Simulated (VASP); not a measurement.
## VASP inputs for MgO (zincblende)

INCAR

```
NELM = 120
LASPH = .TRUE.
ISMEAR = 0
PREC = Accurate
SIGMA = 0.01
ENCUT = 520
ISIF = 2
LWAVE = .FALSE.
LREAL = .FALSE.
LCHARG = .FALSE.
NSW = 0
IBRION = -1
METAGGA = R2SCAN
EDIFF = 1E-7
ALGO = Normal
NBANDS = 11
```

KPOINTS

```
KPOINTS created by Atomic Simulation Environment
0
Gamma
10 10 10
0 0 0
```

KPOINTS_OPT

```
special points
6
Reciprocal
0.0000000000 0.0000000000 0.0000000000 1
0.5000000000 0.0000000000 0.5000000000 1
0.5000000000 0.2500000000 0.7500000000 1
0.3750000000 0.3750000000 0.7500000000 1
0.5000000000 0.5000000000 0.5000000000 1
0.6250000000 0.2500000000 0.6250000000 1
```

POSCAR

```
Mg O
 1.0000000000000000
     0.0000000000000000    2.2820056634339938    2.2820056634339938
     2.2820056634339938    0.0000000000000000    2.2820056634339938
     2.2820056634339938    2.2820056634339938    0.0000000000000000
 Mg  O
   1   1
Cartesian
 -0.0000000000000000  0.0000000000000000 -0.0000000000000000
  1.1410028317169967  1.1410028317169967  1.1410028317169967
```

VASP ran with the recommended PBE PAW datasets (8 valence electrons in the cell).

**Question.** Predict the results.

**Answer.** gap between bands v and c 4.32 eV; least direct gap 4.32 eV; pressure -0.6 GPa.

Band v is the last that the valence electrons fill when counted band by band, and c is the next. Levels in eV from the top of v:

| point | v−1 | v | c | c+1 |
| --- | --- | --- | --- | --- |
| Γ | 0.00 | 0.00 | 4.32 | 17.92 |
| X | -0.75 | -0.75 | 6.94 | 12.48 |
| W | -1.60 | -1.04 | 8.41 | 12.52 |
| K | -1.61 | -0.56 | 8.18 | 12.17 |
| L | -0.18 | -0.18 | 9.63 | 10.54 |
